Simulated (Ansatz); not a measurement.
**Bi: equation of state with PBEsol**

Bi:

```
Bi
1.0
    -1.98143    1.98143    1.98143
     1.98143   -1.98143    1.98143
     1.98143    1.98143   -1.98143
Bi
1
Direct
  0.00000 0.00000 0.00000
```

This isn't the form of Bi at room conditions, which is rhombohedral.

| Quantity | Value |
| --- | --- |
| Program | Ansatz 0.2.0 |
| Task | equation of state |
| Functional | PBEsol |
| Potentials or basis | all-electron LAPW, scalar-relativistic |
| Basis error allowed | 0.0005 eV/atom |
| k mesh | 9 × 9 × 9 |
| Occupations | fermi-dirac, width 0.05 eV |
| Spin | no spin polarisation |

```json
{
 "Equilibrium volume": "30.05 Å³/atom",
 "Bulk modulus": "60 GPa",
 "Pressure derivative of the bulk modulus": "4.6 (rough: it moves with the points fitted)"
}
```

Energy against volume, from the lowest point:
| volume (Å³/atom) | energy (meV/atom) |
| --- | --- |
| 29.250 | 3.94 |
| 29.872 | 0.00 |
| 30.495 | 1.01 |
| 31.117 | 6.51 |
| 31.739 | 16.03 |
| 32.362 | 29.10 |
| 32.984 | 45.28 |

All runs of the series together: 28 s on 1 thread of Arm Neoverse V2, with other jobs on the host.
